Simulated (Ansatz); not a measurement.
diamond against fcc along the 5d metals

Method: DFT, LDA (PW92), plane waves (420 eV) with PAW, scalar-relativistic (Ansatz). The PAW files were generated under PBE, with cores re-solved for the functional.

Each structure is relaxed within its symmetry, in the lowest magnetic state of the tried starts. Differences under about 8 meV lie within the error of the k-point mesh. Some of these cells lie far above the measured volume under this functional.

```tsv
element	E(diamond) − E(fcc) (meV/atom)	V(diamond) (Å³/atom)	V(fcc) (Å³/atom)	state of diamond	state of fcc
Lu	2110	40.96	25.62	spin not included	spin not included
Hf	2674	30.16	20.73	spin not included	spin not included
Ta	2715	26.12	17.76	spin not included	spin not included
Re	1734	21.50	14.38	spin not included	spin not included
Os	1366	20.49	13.76	spin not included	spin not included
Ir	1228	20.54	13.84	spin not included	non-magnetic
Pt	1318	22.54	14.77	spin not included	spin not included
Au	?	?	?	?	?
Hg	246	33.50	22.03	spin not included	spin not included
```

Task: Fill in the row of Au.

Result: E(diamond) − E(fcc) (meV/atom): 1006; V(diamond) (Å³/atom): 26.37; V(fcc) (Å³/atom): 16.56; state of diamond: spin not included; state of fcc: spin not included.
